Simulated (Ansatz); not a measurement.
Input and command of a calculation in Ansatz (plane waves; scalar-relativistic PAW potentials unless the input names others):

```yaml
crystal:
  lattice:
    - [3.8109987816, 0.0, 0.0]
    - [-1.9054993908, 3.3004217586, 0.0]
    - [0.0, 0.0, 6.137]
  atoms:
    - { symbol: Sn, position: [0.0, 0.0, 0.0] }
    - { symbol: Se, position: [0.3186999638, 0.6559542967, 0.25] }
    - { symbol: Se, position: [0.6813000362, 0.3440457033, 0.75] }
basis:
  ecutwfc: 420
kpoints:
  mp_grid: { grid: [12, 12, 6] }
hamiltonian:
  xc: pbe
  dispersion: d3bj
scf:
  occupations: { method: gaussian, width: 0.05 }
  initial_density: { chi_scale: 0.3 }
output:
  forces: true
  eigenvalues: true
  stress: true
```

```bash
ansatz run input.yaml --threads 2 --pin off --max-ram 5120MiB --backend cpu --events-out ev --progress --plain --runs-dir out
```

Abridged log:
```
Basis set: ecut = 420 eV, 1485 PW (Γ), exchange–correlation on 54×54×90 points (8 copies of the dense FFT grid, shifted against one another)
Bands: 28, of which v1, the nominal top of the filled ones, is band 23 counted from 1 (22 counted from 0)
Symmetry: 2 space group operations
k-points: 436 of 864
SCF iter   1: F=—  HF=-16970.105818 eV  |F-HF|=—  |Δ(HF+E_count)|=         —  Δρ=9.01e-2  dr2=2.00e1  ethr=3.10e-3  ⟨swp⟩=7.3  Hψ=59477  notcnv=0
SCF iter   2: F=—  HF=-16967.678675 eV  |F-HF|=—  |Δ(HF+E_count)|=    2.43e0  Δρ=6.98e-2  dr2=1.19e1  ethr=3.10e-3  ⟨swp⟩=4.9  Hψ=32777  notcnv=0  defer=392
SCF iter   3: F=—  HF=-16964.366089 eV  |F-HF|=—  |Δ(HF+E_count)|=    3.31e0  Δρ=9.98e-3  dr2=4.67e-2  ethr=3.10e-3  ⟨swp⟩=5.3  Hψ=34772  notcnv=0  defer=436
SCF iter   4: F=—  HF=-16964.355247 eV  |F-HF|=—  |Δ(HF+E_count)|=   1.08e-2  Δρ=2.17e-3  dr2=4.67e-3  ethr=1.01e-4  ⟨swp⟩=2.3  Hψ=20810  notcnv=0
automatic band count: iteration 4 solves 27 bands in place of 28: the levels show a gap, and the empty bands left out lie too high to hold charge; the band table lists the bands solved (type scf.n_extra_bands for more)
SCF iter   5: F=—  HF=-16964.354890 eV  |F-HF|=—  |Δ(HF+E_count)|=   3.57e-4  Δρ=4.27e-4  dr2=1.09e-4  ethr=1.02e-5  ⟨swp⟩=2.1  Hψ=18544  notcnv=0
SCF iter   6: F=—  HF=-16964.355010 eV  |F-HF|=—  |Δ(HF+E_count)|=   1.20e-4  Δρ=8.32e-5  dr2=6.56e-6  ethr=2.37e-7  ⟨swp⟩=3.0  Hψ=21653  notcnv=0
SCF iter   7: F=—  HF=-16964.355013 eV  |F-HF|=—  |Δ(HF+E_count)|=   3.00e-6  Δρ=3.31e-5  dr2=8.34e-7  ethr=1.43e-8  ⟨swp⟩=2.0  Hψ=21800  notcnv=0
SCF iter   8: F=—  HF=-16964.355015 eV  |F-HF|=—  |Δ(HF+E_count)|=   2.03e-6  Δρ=8.99e-6  dr2=9.19e-8  ethr=2.17e-10  ⟨swp⟩=4.4  Hψ=60790  notcnv=0
SCF iter   9: F=-16964.355015 eV  HF=-16964.355015 eV  |F-HF|=1.49e-8  |Δ(HF+E_count)|=   9.48e-8  Δρ=2.30e-6  dr2=5.06e-9  ethr=2.00e-10  ⟨swp⟩=5.9  Hψ=52780  notcnv=0
SCF 1 converged in 9 iterations: F = -16964.355015 eV  dr2 = 5.06e-9
SCF converged after 9 iterations
Free energy (F): -16964.355015 eV
Harris-Foulkes:  -16964.355015 eV  (|F-HF|=1.49e-8)
Internal energy: -16964.355015 eV  (E = F + TS)
E sigma→0 (E₀):  -16964.355015 eV
Fermi energy:    8.473893 eV
  E_disp       = -1.083053  (pairwise vdW)
--- Forces (eV/Å), atoms counted from 1 ---
  atom   1  Sn     0.00000000     0.00000000     0.00000000
  atom   2  Se     0.17146576     0.17587620     0.74885787
  atom   3  Se    -0.17146576    -0.17587620    -0.74885787
--- Stress (GPa, compression-positive) ---
        2.312668      -0.231716       0.893934
       -0.231716       2.762926       0.928500
        0.893934       0.928500       3.996227
  P = ⅓ Tr σ = 3.0239 GPa (30.239 kbar)
```

Apart from outputs and empty bands, the input differs from a reference run on usual settings in scf.initial_density.chi_scale: not typed → 0.3. The reference, at the same geometry (not necessarily relaxed), gave pressure 3.02 GPa, largest force 0.788 eV/Å, gap on the mesh 0.63 eV. This run converged in 9 SCF iterations (reference: 6) with an energy at zero smearing within 0.01 meV/atom of the reference's, pressure 3.02 GPa, largest force 0.788 eV/Å, gap on the mesh 0.63 eV.

The run took 45 s on 2 threads of Intel(R) Xeon(R) Platinum 8259CL CPU @ 2.50GHz (Skylake/Cascade Lake) (shared host), peak memory 0.91 GiB.